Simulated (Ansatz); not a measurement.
TaN:

```
Ta N
1.0
     2.92177    0.00000    0.00000
    -1.46088    2.53033    0.00000
     0.00000    0.00000    5.91652
Ta N
2 2
Direct
  0.00000 0.00000 0.50000
  0.00000 0.00000 0.00000
  0.33333 0.66667 0.25000
  0.66667 0.33333 0.75000
```

The cell comes from a database or a generator and needn't be the stable form of this composition.

A run of Ansatz 0.2.0 on this cell left the log below. Logs are shortened: lines on timing, memory, paths and dates and some standing lists are left out, and cuts for length are marked.

```text
Warning: RAYON_NUM_THREADS=2 ignored (pool sized by the plan → 2); use --threads N
Engine: ansatz 0.2.0, x86_64-unknown-linux-gnu
Pseudopotentials: kind: paw
Pseudopotential: Ta, paw, valence charge 13, recommended cutoff 420 eV (normal), Ta.paw.azcp
Pseudopotential: N, paw, valence charge 5, recommended cutoff 420 eV (normal), N.paw.azcp
Functional definition: RPBE
  parameter kappa = 0.804
  parameter beta = 0.06672455060314922
  exchange = rpbe_x(kappa = kappa, mu = beta*pi^2/3)
  correlation = pbe_c(beta = beta)
Crystal: 4 atoms, lattice volume = 43.741 Å³
Basis set: ecut = 420 eV, 847 PW (Γ), exchange–correlation on 40×40×80 points (8 copies of the dense FFT grid, shifted against one another)
Bands: 22, of which v1, the nominal top of the filled ones, is band 18 counted from 1 (17 counted from 0)
Symmetry: 24 space group operations
Space group: P63/mmc (ITA 194), of the structure as read, at distance tolerance 3.5e-5 Å
k-points: 42 of 500
Non-local potential: Ta, projectors of the file, l = 0: 3, l = 1: 2, l = 2: 2, l = 3: 1
Non-local potential: N, projectors of the file, l = 0: 2, l = 1: 2, l = 2: 1
PAW form: soft (Blöchl's): semilocal exchange-correlation on the pseudo side does not see the compensation charge
PAW frozen core: Ta, regenerated for the run's functional, and the local potential with it (the file was generated under x = pbe(κ = 0.804, μ = 0.2195149727645171), c = pbe(β = 0.06672455060314922))
PAW frozen core: N, regenerated for the run's functional, and the local potential with it (the file was generated under x = pbe(κ = 0.804, μ = 0.2195149727645171), c = pbe(β = 0.06672455060314922))
PAW one-centre angular grid: Ta, 590 points (default); XC on 64 Gauss nodes
PAW one-centre angular grid: N, 110 points (default); XC on 64 Gauss nodes
Initial density: superposition of atomic densities (neutral atoms: chi_scale 0, normalization atom), corrected by the library's trained network
Initial wavefunctions: pseudopotential atomic-orbital guess
Functional: x = rpbe, c = pbe(β = 0.06672455060314922)
SCF iter   1: F=—  HF=-20664.059872 eV  |F-HF|=—  |Δ(HF+E_count)|=         —  Δρ=8.03e-3  dr2=1.67e-2  ethr=1.77e-3  ⟨swp⟩=6.0  Hψ=4341  notcnv=0
preconditioner: auto → none  [insulator: Δε(μ)=0.055 eV  Ē_g=9.393 eV  σ=0.020 eV  W_gap=0.80  n_scr=10 (ndim 8)  ℏωp=25.1 eV  f_vac=0.000  D(μ)=1.29/eV (n_scr^D=4)  ε∞_Penn≈8.1]
SCF iter   2: F=—  HF=-20664.056291 eV  |F-HF|=—  |Δ(HF+E_count)|=   3.58e-3  Δρ=3.27e-3  dr2=2.03e-3  ethr=4.64e-5  ⟨swp⟩=2.5  Hψ=1815  notcnv=0  defer=3
SCF iter   3: F=—  HF=-20664.056561 eV  |F-HF|=—  |Δ(HF+E_count)|=   2.71e-4  Δρ=7.14e-4  dr2=7.82e-5  ethr=5.63e-6  ⟨swp⟩=2.3  Hψ=1225  notcnv=0  defer=3
SCF iter   4: F=—  HF=-20664.056590 eV  |F-HF|=—  |Δ(HF+E_count)|=   2.85e-5  Δρ=1.29e-4  dr2=6.41e-6  ethr=2.17e-7  ⟨swp⟩=2.2  Hψ=1377  notcnv=0  defer=3
SCF iter   5: F=—  HF=-20664.056590 eV  |F-HF|=—  |Δ(HF+E_count)|=   1.23e-7  Δρ=2.21e-5  dr2=1.01e-7  ethr=1.78e-8  ⟨swp⟩=2.0  Hψ=1320  notcnv=0  defer=3
SCF iter   6: F=-20664.056590 eV  HF=-20664.056590 eV  |F-HF|=4.26e-10  |Δ(HF+E_count)|=   1.32e-7  Δρ=2.54e-6  dr2=2.60e-9  ethr=2.78e-10  ⟨swp⟩=5.1  Hψ=3366  notcnv=0
SCF 1 converged in 6 iterations: F = -20664.056590 eV  dr2 = 2.60e-9
  greatest PAW one-centre occupation: 0.999 electrons in one spin orbital (limit 2), on the Ta atom at site 1 (counted from 0), in its partial waves of l = 0
SCF converged after 6 iterations
Free energy (F): -20664.056590 eV
Harris-Foulkes:  -20664.056590 eV  (|F-HF|=4.26e-10)
Internal energy: -20664.056341 eV  (E = F + TS)
E sigma→0 (E₀):  -20664.056466 eV
Entropy (-TS):   -0.000248 eV (-0.062 meV/atom)
Fermi energy:    20.032719 eV
--- Per-component energies (eV) ---
  E_band       = -109.570095
  E_kinetic    = 998.303894
  E_local      = -1217.565831  (includes V_loc(G=0)·N_el)
  E_nonlocal   = 116.690522
  E_hartree    = 409.787745
  E_xc         = -560.416611
  E_vxc        = -564.231670  (∫ρ·V_xc dr)
  E_paw        = -17075.214381  (= ΣΔE_a)
  E_vpaw       = -262.341642  (= ΣTr[D̂ρ^β])
  E_aug_tail   = 0.000430  (compensation charges beyond the density's cutoff)
  E_ewald      = -3335.549875
  E_core_change = -0.092234  (= ΣΔE_core)
  E_smearing   = -0.000248  (= −TS)
  E_closure    = 0.000000  (closes the sum)
  Σ components = -20664.056590   (vs F -20664.056590, Δ=0.00e0)
--- Forces (eV/Å), atoms counted from 1 ---
  atom   1  Ta     0.00000000     0.00000000    -0.00000000
  atom   2  Ta     0.00000000    -0.00000000     0.00000000
  atom   3  N     -0.00000000    -0.00000000    -0.00000000
  atom   4  N      0.00000000     0.00000000     0.00000000
  max |Σ_I F_I| component: 7.40e-17 eV/Å
--- Stress (GPa, compression-positive) ---
        3.264943      -0.000000      -0.000000
       -0.000000       3.264943      -0.000000
       -0.000000      -0.000000       4.176121
  P = ⅓ Tr σ = 3.5687 GPa (35.687 kbar)
--- Band table (eV; the first three rows and the last of 42) ---
  k-point 0: bands = ["-48.4650", "-48.4287", "-15.5539", "-14.8088", "-14.5534", "-14.5534", "-14.4932", "-14.4932", "2.4559", "4.7733", "10.8144", "15.2300", "15.2300", "15.7685", "16.5423", "18.0425", "18.0425", "19.8340", "19.8340", "20.6163", "20.6163", "22.3810"]
  k-point 1: bands = ["-48.4616", "-48.4322", "-15.4867", "-14.8844", "-14.5477", "-14.5477", "-14.4990", "-14.4990", "2.6409", "4.4884", "11.2222", "14.8570", "15.3891", "15.3891", "17.3788", "17.4673", "17.4673", "20.3908", "20.3908", "20.7244", "20.7244", "21.6701"]
  k-point 2: bands = ["-48.4525", "-48.4413", "-15.3073", "-15.0775", "-14.5327", "-14.5327", "-14.5141", "-14.5141", "3.1468", "3.8379", "12.2405", "13.5381", "15.8538", "15.8538", "16.5821", "16.5821", "18.6508", "20.1739", "20.9628", "20.9628", "20.9852", "20.9852"]
  k-point 41: bands = ["-48.3629", "-48.3523", "-15.3486", "-15.3117", "-15.1502", "-15.1178", "-15.0516", "-14.8601", "4.6685", "4.7669", "12.9344", "13.0581", "13.6780", "14.1332", "14.4618", "15.0727", "19.4797", "19.5886", "21.8515", "22.4184", "23.4965", "23.6952"]
```

Task: Write the input and the command behind it.

Result: Single point with RPBE, no spin polarisation. The files as run (others can give the same):

input.yaml
```yaml
crystal:
  lattice:
    - [2.9217699809, 0.0, 0.0]
    - [-1.4608849905, 2.5303270275, 0.0]
    - [0.0, 0.0, 5.916515]
  atoms:
    - { symbol: Ta, position: [0.0, 0.0, 0.5] }
    - { symbol: Ta, position: [0.0, 0.0, 0.0] }
    - { symbol: "N", position: [0.3333333333, 0.6666666667, 0.25] }
    - { symbol: "N", position: [0.6666666667, 0.3333333333, 0.75] }
hamiltonian:
  xc: rpbe
  pseudopotentials: { kind: paw }
kpoints:
  mp_grid: { grid: [10, 10, 5] }
scf:
  occupations: { method: gaussian, width: 0.02 }
output:
  forces: true
  stress: true
  eigenvalues: true
```

Potentials or basis: Ansatz PAW.
The run is started by
```console
$ ansatz run input.yaml --threads 2 --pin off --max-ram 5632MiB --backend cpu --events-out ev --progress --plain --runs-dir out
```

Caveat: the pressure holds a Pulay correction of +0.4 GPa for the finite cutoff; the PAW data sets come from PBE, with cores solved anew for the run's functional, which leaves a small shift of forces and pressure.
